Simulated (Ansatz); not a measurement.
PtS2:

```xyz
3
Lattice="3.5432 0.0000 0.0000 -1.7716 3.0685 0.0000 0.0000 0.0000 5.0388" Properties=species:S:1:pos:R:3 pbc="T T T"
Pt    0.0000    0.0000    0.0000
S     1.7716    1.0228    3.8950
S     0.0000    2.0457    1.1438
```

| Property | Result |
| --- | --- |
| Program | Ansatz 0.2.0 |
| Task | relaxation of cell and atoms |
| Functional | PBE |
| Potentials or basis | Ansatz PAW |
| Cutoff | 420 eV (not typed: the program's choice for these potentials) |
| k mesh | 9 × 9 × 5 |
| Occupations | fermi-dirac, width 0.05 eV |
| Spin | no spin polarisation |

At the start: volume 18.26 Å³/atom.

Problem. Where does the relaxation end?

Solution. It ends after 18 steps and the volume is 23.99 Å³/atom (+31.4 %); space group P-3m1 (No. 164, to 0.05 Å).

The path:
| step | energy change (eV) | largest force (eV/Å) | volume (Å³) |
| --- | --- | --- | --- |
| 1 | 0.0000 | 1.2565 | 54.78 |
| 2 | -0.1661 | 0.0658 | 59.59 |
| 3 | -0.1766 | 0.0429 | 60.76 |
| 4 | -0.1848 | 0.0830 | 63.20 |
| 5 | -0.1853 | 0.0256 | 63.54 |
| 6 | -0.1856 | 0.0005 | 63.61 |
| 7 | -0.1925 | 0.0030 | 63.61 |
| 8 | -0.1958 | 0.0027 | 64.93 |
| 9 | -0.1994 | 0.0304 | 67.47 |
| 10 | -0.1999 | 0.0049 | 68.50 |
| 11 | -0.1998 | 0.0114 | 69.36 |
| 12 | -0.1998 | 0.0017 | 69.23 |
| 13 | -0.2015 | 0.0025 | 69.23 |
| 14 | -0.2018 | 0.0024 | 70.06 |
| 15 | -0.2018 | 0.0145 | 71.70 |
| 16 | -0.2018 | 0.0003 | 71.77 |
| 17 | -0.2017 | 0.0003 | 71.97 |
| 18 | -0.2022 | 0.0001 | 71.97 |

Final structure:
```xyz
3
Lattice="3.5768 0.0000 0.0000 -1.7884 3.0976 0.0000 0.0000 0.0000 6.4956" Properties=species:S:1:pos:R:3 pbc="T T T"
Pt    0.0000    0.0000    0.0000
S     1.7884    1.0325    5.2681
S     0.0000    2.0650    1.2275
```

Caveat: the volume moved by over 15 % at a fixed basis, so the end points are rough; the plane-wave basis is chosen anew once the cell has moved, so the energies of steps on either side of that aren't comparable; this functional lacks dispersion, which binds the layers, so the pressure and a relaxed spacing across them are unreliable, and here the layers came unbound; the volume moved by +31 % from the deposited cell, more than functionals usually miss.
